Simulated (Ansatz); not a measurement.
# Al: the cost of one run

Method: DFT PBE, plane waves, PAW, scalar-relativistic, no spin polarisation, in Ansatz 0.2.0.

**1. Starting point**

The cell holds 24 atoms (Al24): a = 5.728 Å, b = 8.591 Å, c = 19.075 Å, α = 90.00°, β = 90.00°, γ = 90.00°.

As a file:

```cif
data_structure
_symmetry_space_group_name_H-M 'P 1'
_symmetry_Int_Tables_number 1
_cell_length_a 5.7276
_cell_length_b 8.5913
_cell_length_c 19.0750
_cell_angle_alpha 90.000
_cell_angle_beta 90.000
_cell_angle_gamma 90.000
_cell_volume 938.63
loop_
_atom_site_label
_atom_site_type_symbol
_atom_site_fract_x
_atom_site_fract_y
_atom_site_fract_z
_atom_site_occupancy
Al1 Al 0.25000 0.16667 0.05242 1
Al2 Al 0.75000 0.16667 0.05242 1
Al3 Al 0.25000 0.50000 0.05242 1
Al4 Al 0.75000 0.50000 0.05242 1
Al5 Al 0.25000 0.83333 0.05242 1
Al6 Al 0.75000 0.83333 0.05242 1
Al7 Al 0.00000 0.00000 0.15858 1
Al8 Al 0.50000 0.00000 0.15858 1
Al9 Al 0.00000 0.33333 0.15858 1
Al10 Al 0.50000 0.33333 0.15858 1
Al11 Al 0.00000 0.66667 0.15858 1
Al12 Al 0.50000 0.66667 0.15858 1
Al13 Al 0.25000 0.16667 0.26474 1
Al14 Al 0.75000 0.16667 0.26474 1
Al15 Al 0.25000 0.50000 0.26474 1
Al16 Al 0.75000 0.50000 0.26474 1
Al17 Al 0.25000 0.83333 0.26474 1
Al18 Al 0.75000 0.83333 0.26474 1
Al19 Al 0.00000 0.00000 0.37090 1
Al20 Al 0.50000 0.00000 0.37090 1
Al21 Al 0.00000 0.33333 0.37090 1
Al22 Al 0.50000 0.33333 0.37090 1
Al23 Al 0.00000 0.66667 0.37090 1
Al24 Al 0.50000 0.66667 0.37090 1
```

**2. Relaxing the start**

File input.yaml:

```yaml
crystal:
  lattice:
    - [5.727565, 0.0, 0.0]
    - [0.0, 8.591347, 0.0]
    - [0.0, 0.0, 19.075]
  atoms:
    - { symbol: Al, position: [0.25, 0.1666667, 0.0524246] }
    - { symbol: Al, position: [0.75, 0.1666667, 0.0524246] }
    - { symbol: Al, position: [0.25, 0.5, 0.0524246] }
    - { symbol: Al, position: [0.75, 0.5, 0.0524246] }
    - { symbol: Al, position: [0.25, 0.8333333, 0.0524246] }
    - { symbol: Al, position: [0.75, 0.8333333, 0.0524246] }
    - { symbol: Al, position: [0.0, 0.0, 0.1585845] }
    - { symbol: Al, position: [0.5, 0.0, 0.1585845] }
    - { symbol: Al, position: [0.0, 0.3333333, 0.1585845] }
    - { symbol: Al, position: [0.5, 0.3333333, 0.1585845] }
    - { symbol: Al, position: [0.0, 0.6666667, 0.1585845] }
    - { symbol: Al, position: [0.5, 0.6666667, 0.1585845] }
    - { symbol: Al, position: [0.25, 0.1666667, 0.2647444] }
    - { symbol: Al, position: [0.75, 0.1666667, 0.2647444] }
    - { symbol: Al, position: [0.25, 0.5, 0.2647444] }
    - { symbol: Al, position: [0.75, 0.5, 0.2647444] }
    - { symbol: Al, position: [0.25, 0.8333333, 0.2647444] }
    - { symbol: Al, position: [0.75, 0.8333333, 0.2647444] }
    - { symbol: Al, position: [0.0, 0.0, 0.3709043] }
    - { symbol: Al, position: [0.5, 0.0, 0.3709043] }
    - { symbol: Al, position: [0.0, 0.3333333, 0.3709043] }
    - { symbol: Al, position: [0.5, 0.3333333, 0.3709043] }
    - { symbol: Al, position: [0.0, 0.6666667, 0.3709043] }
    - { symbol: Al, position: [0.5, 0.6666667, 0.3709043] }
basis:
  ecutwfc: 420.0
kpoints:
  mp_grid: { grid: [3, 2, 1] }
hamiltonian:
  xc: pbe
scf:
  occupations: { method: fermi_dirac, width: 0.05 }
  lower_state_search: "off"
relax:
  f_tol: 0.08
  max_steps: 25
  adjacent_minimum: "off"
  constraints: [{ sites: [0, 1, 2, 3, 4, 5] }]
output:
  write_density: true
  write_potential: true
  elf: true
  volumetric_format: npy
```

Started as:

```sh
ansatz run input.yaml --threads 2 --pin off --max-ram 5120MiB --backend cpu --events-out ev --progress --plain --runs-dir out
```

What time and memory should one allow on 2 threads of an Arm CPU, shared host?

About 24 s, with a peak of 1 GiB.
